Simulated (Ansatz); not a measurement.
Reaction (formal exchange of groups at a C–C bond): `FCC(F)(C(F)F)C(F)(F)F` + CH₄ → `CC(F)(CF)C(F)F` + `FC(F)F`

Program: Ansatz. Geometries: PBE0-D4/def2-TZVP. ΔE: electronic, gas phase. CBS: MP2 limit from def2 TZ/QZ plus the TZ coupled-cluster correction, frozen cores. This one scheme is used for every species. DFT in def2-TZVPP. B3LYP here is the variant with VWN-RPA as its local correlation; programs differ in this. One conformer a species, not always the lowest.

```csv
level,ΔE (kJ/mol),difference from CCSD(T)/CBS
LDA (SPW92),-17.2,9.5
PBE-D4,-23.1,3.6
B3LYP-D4,-24.6,2.1
CAM-B3LYP-D4,-23.5,3.2
B2PLYP,-28.3,-1.6
PBE-QIDH,-27.8,-1.1
PBE0,-27.8,-1.1
r2SCANh,-19.8,6.9
LC-ωPBE,-27.9,-1.2
HF/def2-SVP,-26.7,0.0
CCSD/def2-SVP,-14.4,12.3
CCSD(T)/def2-SVP,-11.5,15.2
SCS-MP2/def2-TZVPP,-28.9,-2.2
CCSD(T)/def2-TZVPP,-24.0,2.7
HF/CBS(def2),-34.7,-8.0
CCSD/CBS(def2),-29.1,-2.4
CCSD(T)/CBS,-26.7,0
```

Largest T1 diagnostic among the species: 0.012.

From r2SCAN to r2SCAN0 (25 % exact exchange), in def2-TZVPP and without D4, ΔE moves by −4.0 kJ/mol. The D4 term adds +5.1 kJ/mol with B3LYP and +3.0 kJ/mol with PBE0; it sums over pairs of atoms, weighted by their polarisabilities, and B3LYP, whose exchange is more repulsive, gets the larger term.

CCSD(T)/CBS has its own doubt, a few kJ/mol and more with outer-core shells, so smaller differences from it don't rank the levels.
